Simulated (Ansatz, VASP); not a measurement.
# IrO2 (lda): VASP beside Ansatz

```
CELL_PARAMETERS angstrom
4.43316 0.00000 0.00000
0.00000 4.43316 0.00000
0.00000 0.00000 3.13563
ATOMIC_POSITIONS crystal
Ir 0.00000 0.00000 0.00000
Ir 0.50000 0.50000 0.50000
O 0.30900 0.30900 0.00000
O 0.19100 0.80900 0.50000
O 0.69100 0.69100 0.00000
O 0.80900 0.19100 0.50000
```

Alike in both runs: functional LDA; k mesh 8 × 8 × 12; occupations gaussian, width 0.1 eV; no spin polarisation.

Ansatz relaxed the structure, and its values are those at the end. VASP's run is a single point on that final structure, the one shown.

```csv
,VASP,Ansatz
version,VASP 6.6.1,Ansatz 0.2.0
potentials or method,"VASP PAW LDA potentials, release 64 (Ir, O)","scalar-relativistic, plane waves, PAW"
plane-wave cutoff (eV),520,420
valence electrons in the cell,42,58
```

```tsv
	VASP	Ansatz	Ansatz less VASP
gap on the k mesh at the Fermi level (eV)	none	none	-
pressure (GPa)	4.2	0.0	-4.18
rms of the force components (eV/Å)	0.007	0.000	-0.0065
```

A gap of «none» marks a metal or a gap that the smearing closes. One of these differences is far larger than is usual between the two programs; its cause wasn't traced. The two sets of potentials don't hold the same shells in valence. Ansatz warned: «pseudo_functional_mismatch».

The runs have no spin-orbit coupling, so splittings on Ir are missing.
